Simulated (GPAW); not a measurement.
Runs of GPAW 26.7.0 on Ge. The structure is tetragonal, space group I4_1/amd (No. 141). The conventional cell has a = 5.149 Å, b = 5.149 Å, c = 2.795 Å, α = 90.00°, β = 90.00°, γ = 90.00°. Ge (site symmetry -4m2) is surrounded by 6 Ge at 2.67 to 2.79 Å. This isn't the form of Ge at room conditions, which is diamond.

```tsv
task	level	potentials or basis	spin	cell	k mesh	smearing	band path	band points	spin axis theta (degrees)	spin axis phi (degrees)	eigensolver	gap on the mesh (eV)	pressure (GPa)
single point	PBE	GPAW PAW data sets (gpaw-data 1.2.1), pw	off	as given	11 × 11 × 11	gaussian 0.027 eV	-	-	-	-	-	none	3.1
single point	PBE	GPAW PAW data sets (gpaw-data 1.2.1), pw	off	as given	11 × 11 × 11	gaussian 0.021 eV	-	-	-	-	-	none	3.1
single point	PBE	GPAW PAW data sets (gpaw-data 1.2.1), pw	off	as given	11 × 11 × 11	gaussian 0.024 eV	-	-	-	-	-	none	3.1
single point	LDA	the program's PAW data sets (release 1.2.1) made for this functional, pw	off	as given	11 × 11 × 11	gaussian 0.1 eV	-	-	-	-	-	none	-2.5
single point	PBE	GPAW PAW data sets (gpaw-data 1.2.1), pw	off	as given	11 × 11 × 11	gaussian 0.019 eV	-	-	-	-	-	none	3.1
single point	PBE	GPAW PAW data sets (gpaw-data 1.2.1), pw	off	as given	11 × 11 × 11	gaussian 0.015 eV	-	-	-	-	-	none	3.1
band structure	r2SCAN	GPAW PAW data sets (gpaw-data 1.2.1), pw	SOC, no magnetisation	as given	8 × 8 × 8	fermi-dirac 0.05 eV	GXMGZPNZ1M,XP	80	90	0	-	-	(a)
single point	PBE	GPAW PAW data sets (gpaw-data 1.2.1), pw	off	as given	11 × 11 × 11	gaussian 0.018 eV	-	-	-	-	-	none	3.1
single point	PBE	GPAW PAW data sets (gpaw-data 1.2.1), pw	off	as given	11 × 11 × 11	gaussian 0.02 eV	-	-	-	-	-	none	3.1
single point	PBE	GPAW PAW data sets (gpaw-data 1.2.1), pw	off	as given	11 × 11 × 11	gaussian 0.022 eV	-	-	-	-	-	none	3.1
relaxation of cell and atoms	BLYP+D3(BJ)	PAW data sets generated in the run's folder for this functional, pw	off	relaxed	11 × 11 × 11	fermi-dirac 0.05 eV	-	-	-	-	davidson	none	-0.1
single point	PBE	GPAW PAW data sets (gpaw-data 1.2.1), pw	off	as given	11 × 11 × 11	gaussian 0.029 eV	-	-	-	-	-	none	3.1
```

Alike in all rows: cutoff (eV) 600.

**Question.** Fill in the values left out.

**Answer.** (a) 0.2.

Caveats: spin-orbit coupling was added after a scalar SCF, so levels and gaps hold it while energy, forces, pressure and moments don't (some runs); this program's spin-orbit splittings come out too wide for heavy elements (some runs); the PAW data sets were made with another functional, which shifts forces and pressure a little (some runs); later steps reuse the first step's grids (some runs); pairwise dispersion overbinds metals, which lowers pressure and volume (some runs).

A k mesh can miss the band edges, and rows without SOC leave out spin-orbit coupling on Ge.

A gap of «none» marks a metal or a gap under the smearing width.
